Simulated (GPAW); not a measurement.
This GPAW 26.7.0 run on BP needs a look.

Contents of run.py:

```python
import json
import numpy as np
import spglib
from ase.constraints import FixSymmetry
from ase.filters import FrechetCellFilter
from ase.io import write
from ase.optimize import BFGS
from ase.spacegroup import crystal
from ase.stress import full_3x3_to_voigt_6_stress, voigt_6_to_full_3x3_strain
from gpaw import GPAW, PW
from gpaw.berryphase import polarization_phase

# P 4c
# B 4a
atoms = crystal(['P', 'B'],
                basis=[[0.25, 0.25, 0.25],
                       [0.0, 0.0, 0.0]],
                spacegroup=216, setting=1,  # F-43m
                cellpar=[4.538, 4.538, 4.538, 90.0, 90.0, 90.0],
                primitive_cell=True)

calc = GPAW(mode=PW(680),
            xc='PBE',
            kpts={'size': (5, 5, 5), 'gamma': True},
            occupations={'name': 'fermi-dirac', 'width': 0.01},
            nbands=11,
            convergence={'density': 1e-06, 'eigenstates': 1e-09},
            mixer={'backend': 'pulay', 'beta': 1.5, 'nmaxold': 1, 'weight': 1.0},
            maxiter=60,
            txt='gpaw.txt')
atoms.calc = calc
atoms.set_constraint(FixSymmetry(atoms))
BFGS(FrechetCellFilter(atoms), trajectory='relax.traj', logfile='-').run(fmax=0.005, steps=40)
atoms.set_constraint()
energy = atoms.get_potential_energy()
forces = atoms.get_forces()
stress = atoms.get_stress()
calc.write('gs.gpw')
write('result.traj', atoms)
print('Cell:', atoms.cell.cellpar().round(4))
print(atoms.get_scaled_positions().round(5))

cell = atoms.cell[:].T
dataset = spglib.get_symmetry((atoms.cell[:], atoms.get_scaled_positions(), atoms.numbers), symprec=1e-4)
rotations = [cell @ w @ np.linalg.inv(cell) for w in dataset['rotations']]

def phase(a, name):
    c = GPAW(mode=PW(680),
             xc='PBE',
             kpts={'size': (5, 5, 5), 'gamma': True},
             occupations={'name': 'fermi-dirac', 'width': 0.01},
             nbands=11,
             convergence={'density': 1e-06, 'eigenstates': 1e-09},
             mixer={'backend': 'pulay', 'beta': 1.5, 'nmaxold': 1, 'weight': 1.0},
             maxiter=60,
             symmetry='off',
             txt=name + '.txt')
    b = a.copy()
    b.calc = c
    b.get_potential_energy()
    c.write('berry.gpw', 'all')
    return polarization_phase(gpw_wfs='berry.gpw')['phase_c']

strains, rows = [], {'clamped': [], 'relaxed': []}
for v in [0, 3]:
    phases = {'clamped': [], 'relaxed': []}
    for e in (-0.005, 0.005):
        voigt = np.zeros(6)
        voigt[v] = e
        F = voigt_6_to_full_3x3_strain(voigt)
        a = atoms.copy()
        a.set_cell(atoms.cell[:] @ F, scale_atoms=True)
        phases['clamped'].append(phase(a, f'clamped-{v}{e:+.3f}'))
        c = GPAW(mode=PW(680),
                 xc='PBE',
                 kpts={'size': (5, 5, 5), 'gamma': True},
                 occupations={'name': 'fermi-dirac', 'width': 0.01},
                 nbands=11,
                 convergence={'density': 1e-06, 'eigenstates': 1e-09},
                 mixer={'backend': 'pulay', 'beta': 1.5, 'nmaxold': 1, 'weight': 1.0},
                 maxiter=60,
                 txt=f'relax-{v}{e:+.3f}.txt')
        a.calc = c
        BFGS(a, logfile=None).run(fmax=0.002, steps=30)
        phases['relaxed'].append(phase(a, f'relaxed-{v}{e:+.3f}'))
    for key, (lo, hi) in phases.items():
        dphi = (hi - lo + np.pi) % (2 * np.pi) - np.pi
        dP = dphi @ atoms.cell[:] / (2 * np.pi * atoms.get_volume()) * 16.021766  # C/m^2
        print(v, key, (dP / (2 * 0.005)).round(4), flush=True)
        rows[key] += [R @ dP for R in rotations]
    strains += [full_3x3_to_voigt_6_stress(R @ (2 * (F - np.eye(3))) @ R.T) * [1, 1, 1, 2, 2, 2] for R in rotations]

result = {key: np.linalg.lstsq(np.array(strains), np.array(P), rcond=None)[0].T for key, P in rows.items()}
for key, e_iv in result.items():
    print(f'Piezoelectric tensor, {key} ions (C/m^2):')
    print(e_iv.round(3))
json.dump({key: e_iv.tolist() for key, e_iv in result.items()}, open('piezo.json', 'w'))
```

Potentials or basis: GPAW PAW data sets (gpaw-data 1.2.1), pw.

Run with:

```console
$ OMP_NUM_THREADS=1 python run.py
```

gpaw.txt:

```text
__  _  _
 | _ |_)|_||  |
 |__||  | ||/\| - 26.7.0

Input parameters:
  mode=PW(ecut=680.0),
  convergence={'density': 1e-06, 'eigenstates': 1e-09},
  kpts=MonkhorstPack(size=(5, 5, 5), gamma=True),
  maxiter=60,
  mixer=Pulay(name='pulay', nmaxold=1, beta=1.5, weight=1.0, sigma=0.015, g_ss=None),
  nbands=11,
  occupations=Occupations(name='fermi-dirac', width=0.01),
  xc=XC(name='PBE')

Diagonalizing LCAO Hamiltonian
Converting LCAO to pw mode

           P
       B

Atoms  # Å, Bohr magnetons
|   | symbol |        x |        y |        z |    initial magnetic moments |
|---|--------|----------|----------|----------|-----------------------------|
[... 138 lines left out ...]

density mixing:
  Pulay-Mixer
  Linear mixing parameters: 1.5
  Old densities: 1
  No metric

occupation numbers:
  Fermi-Dirac:
    width: 0.0100  # eV

poisson solver:
  ecut: 5440.0  # eV

xc functional:
  name: PBE with 2 nearest neighbor stencil

convergence criteria:
- Maximum integral of absolute [dens]ity change: 1e-06 electrons / valence electron
- Maximum integral of absolute [eigenst]ate change: 1e-09 eV^2 / valence electron
- Maximum [total energy] change in last 3 cyles: 0.0005 eV / valence electron
maximum number of iterations: 60

SCF iterations
|iter     | |      energy | eigst |  dens |
|---------|-|-------------|-------|-------|
|iter:   1| |  -13.463710 | +0.12 |       |
|iter:   2| |  -15.233210 | -0.63 | -0.70 |
|iter:   3| |  -24.602890 | +0.58 | -0.51 |
|iter:   4| |  -71.285602 | +0.81 | -0.18 |
|iter:   5| | -171.565540 | +2.32 | +0.09 |
|iter:   6| | -540.585606 | +2.34 | +0.32 |
|iter:   7| | -741.346614 | +3.13 | +0.44 |
|iter:   8| |-1046.207239 | +2.94 | +0.52 |
|iter:   9| |-1058.309758 | +3.29 | +0.55 |
|iter:  10| |-1233.775742 | +3.07 | +0.57 |
|iter:  11| |-1154.030515 | +3.33 | +0.58 |
|iter:  12| |-1290.224902 | +3.10 | +0.58 |
|iter:  13| |-1182.814387 | +3.35 | +0.59 |
|iter:  14| |-1306.811582 | +3.11 | +0.59 |
|iter:  15| |-1187.135894 | +3.36 | +0.59 |
|iter:  16| |-1309.291788 | +3.11 | +0.59 |
|iter:  17| |-1190.671950 | +3.36 | +0.59 |
[... 33 lines left out ...]
|iter:  51| |-1182.425933 | +3.37 | +0.59 |
|iter:  52| |-1303.770699 | +3.11 | +0.59 |
|iter:  53| |-1181.857269 | +3.37 | +0.59 |
|iter:  54| |-1301.403854 | +3.12 | +0.59 |
|iter:  55| |-1177.580378 | +3.36 | +0.59 |
|iter:  56| |-1297.636827 | +3.11 | +0.59 |
|iter:  57| |-1179.319308 | +3.37 | +0.59 |
|iter:  58| |-1305.958395 | +3.11 | +0.59 |
|iter:  59| |-1182.650098 | +3.37 | +0.59 |
|iter:  60| |-1302.112799 | +3.11 | +0.59 |
```

On the terminal:

```text
Traceback (most recent call last):
  File "run.py", line 33, in <module>
  File "optimize/optimize.py", line 506, in run
  File "optimize/optimize.py", line 375, in run
  File "optimize/optimize.py", line 322, in irun
  File "ase/filters.py", line 31, in get_gradient
  File "ase/filters.py", line 602, in get_forces
  File "ase/atoms.py", line 2050, in get_stress
  File "new/ase_interface.py", line 302, in get_stress
  File "new/ase_interface.py", line 215, in calculate_property
  File "new/ase_interface.py", line 177, in iconverge
  File "new/calculation.py", line 252, in iconverge
  File "new/scf.py", line 130, in iterate
gpaw.KohnShamConvergenceError
```

Task: What happened, and what is wrong with the input?

Result: The calculation stopped without meeting its thresholds. The input holds a flaw that was put in on purpose: density mixing far too strong (mixer = backend pulay, beta 1.5, nmaxold 1, weight 1.0).
